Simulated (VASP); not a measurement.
Write the native input for VASP 6.6.1 that does the following.

| Quantity | Value |
| --- | --- |
| Task | relaxation of cell and atoms |
| Functional | PBE |
| Potentials or basis | VASP PAW PBE potentials, release 64 (Ag) |
| Cutoff | 600 eV |
| k mesh | 18 × 18 × 18 |
| Occupations | gaussian, width 0.1 eV |
| Spin | no spin polarisation |
| Further INCAR settings | ALGO = Fast; EDIFF = 1e-07; IBRION = 2; EDIFFG = -0.004; NSW = 80; ISIF = 3 |

The structure of Ag lies in POSCAR:

```
Ag
1.0
    0.0000000000      2.0427500000      2.0427500000
    2.0427500000      0.0000000000      2.0427500000
    2.0427500000      2.0427500000      0.0000000000
Ag
1
Direct
    0.0000000000      0.0000000000      0.0000000000
```

The input as run:

INCAR

```
  PREC = Accurate
  ENCUT = 600
  EDIFF = 1E-7
  ISMEAR = 0
  SIGMA = 0.1
  LREAL = F
  LASPH = T
  NELM = 80
  ALGO = Fast
  ISIF = 3
  LWAVE = F
  LCHARG = F
  GGA = PE
  IBRION = 2
  NSW = 80
  EDIFFG = -0.004
```

KPOINTS

```
regular mesh
0
Gamma
  18 18 18
```

Potentials or basis: VASP PAW PBE potentials, release 64 (Ag).

The run is started by

```bash
$ cat potpaw_PBE.64/Ag/POTCAR > POTCAR
$ mpirun -np 1 vasp_std > vasp.out
```

It gave:

```yaml
Relaxed_volume: 17.80 Å³/atom
Relaxed_cell: a = 2.931 Å, b = 2.931 Å, c = 2.931 Å, α = 60.00°, β = 60.00°, γ = 60.00°
Space_group_after_relaxing_to_0.05_Å: Fm-3m (No. 225)
Energy_gained_by_relaxing: 10.2 meV/atom
Ionic_steps: 3
Pressure_after_relaxing: 0.0 GPa
Band_gap_on_the_k_mesh: none (metal or under the smearing width)
```

Wall time 29 s on 1 thread of Intel(R) Xeon(R) 6975P-C (Granite Rapids) (shared host), peak memory 0.18 GiB.
